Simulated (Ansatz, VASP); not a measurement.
**BN: VASP beside Ansatz**

File INCAR:

```
  PREC = Accurate
  ENCUT = 520
  EDIFF = 1E-7
  ISMEAR = -1
  SIGMA = 0.02
  LREAL = F
  LASPH = T
  NELM = 100
  ALGO = Normal
  ISIF = 2
  LWAVE = F
  LCHARG = T
  GGA = CA
  LELF = T
  LVHAR = T
  NBANDS = 11
```

The input KPOINTS:

```
regular mesh
0
Gamma
  11 11 11
```

Contents of POSCAR:

```
BN
1.0
   -0.0180750000      1.7984625000      1.7984625000
    1.7984625000     -0.0180750000      1.7984625000
    1.7984625000      1.7984625000     -0.0180750000
B N
1 1
Direct
    0.0000000000      0.0000000000      0.0000000000
    0.7500000000      0.7500000000      0.7500000000
```

Input for Ansatz:

```yaml
crystal:
  lattice:
    - [-0.018075, 1.7984625, 1.7984625]
    - [1.7984625, -0.018075, 1.7984625]
    - [1.7984625, 1.7984625, -0.018075]
  atoms:
    - { symbol: B, position: [0.0, 0.0, 0.0] }
    - { symbol: "N", position: [0.75, 0.75, 0.75] }
kpoints:
  mp_grid: { grid: [11, 11, 11] }
  band_path:
    path:
      - [0.0, 0.0, 0.0]
      - [0.5, 0.5, 0.5]
      - [0.2525443832, 0.5, 0.7474556168]
      - [-0.2525443832, 0.2525443832, 0.5]
      - [0.0, 0.0, 0.5]
      - [0.0, 0.0, 0.0]
      - [-0.3762721916, 0.0, 0.3762721916]
      - [0.0, 0.3762721916, 0.6237278084]
      - [0.0, 0.5, 0.5]
    npoints: 5
scf:
  occupations: { method: fermi_dirac, width: 0.02 }
hamiltonian:
  xc: lda
  pseudopotentials: { kind: all_electron, lapw: { basis_error: 0.0005 } }
output:
  forces: true
  stress: true
  eigenvalues: true
```

Change from the starting cell: equal xy, yz and zx shear strains of -1 %.

Alike in both runs: task single point; functional LDA; k mesh 11 × 11 × 11; occupations fermi-dirac, width 0.02 eV; no spin polarisation.

```csv
,VASP,Ansatz
version,VASP 6.6.1,Ansatz 0.2.0
potentials or method,"VASP PAW LDA potentials, release 64 (B, N)","all-electron LAPW, scalar-relativistic"
plane-wave cutoff (eV),520,see its input
```

```csv
,VASP,Ansatz,Ansatz less VASP
gap on the k mesh at the Fermi level (eV),4.41,4.42,+0.009
pressure (GPa),-10.0,-10.7,-0.76
largest component of the traceless stress (GPa),4.52,4.50,-0.021
rms of the force components (eV/Å),0.022,0.021,-0.0013
```

Atom by atom the forces differ by 0.001 eV/Å (rms over components). Ansatz ran all-electron here, so the differences hold the error of VASP's frozen core and of both bases.

Caveats: an odd mesh through Γ misses points on the zone boundary, where band edges often lie.
